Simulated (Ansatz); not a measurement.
## Lattice vibrations of TaN at Γ at 11 GPa

All numbers below come from DFT PBEsol, scalar-relativistic, plane waves, PAW (Ansatz 0.2.0). Plane waves to 420 eV; Γ-centred k mesh 18×18×14; Fermi-Dirac smearing of 0.15 eV. No spin polarisation. Phonons by linear response, acoustic sum rule imposed.

The cell, relaxed at 11 GPa:
```
CELL_PARAMETERS angstrom
2.89475 0.00000 0.00000
-1.44738 2.50693 0.00000
0.00000 0.00000 2.84641
ATOMIC_POSITIONS crystal
Ta 0.33333 0.66667 0.50000
N 0.00000 0.00000 0.00000
```

In a metal, frequencies and elastic constants depend on the k mesh and the smearing, soft modes and shear constants most. Spin–orbit coupling is left out, which matters for heavy elements. Other phases may be more stable at this pressure. A semilocal functional can close a gap that the real compound has.

Optical modes at Γ; i marks an imaginary frequency:
| frequency (THz) | degeneracy |
| --- | --- |
| 16.69 | 2 |
| 17.73 | 1 |

All 3 optical modes at Γ are real: no displacement of atoms at fixed cell lowers the energy to second order. Strains and modes at other wave vectors aren't tested by this run.

This form isn't the usual stable structure of the compound at low pressure.

Cost: 1 run of about 2.1 core-minutes, on AMD EPYC 7R43 (Zen 3) (shared hosts).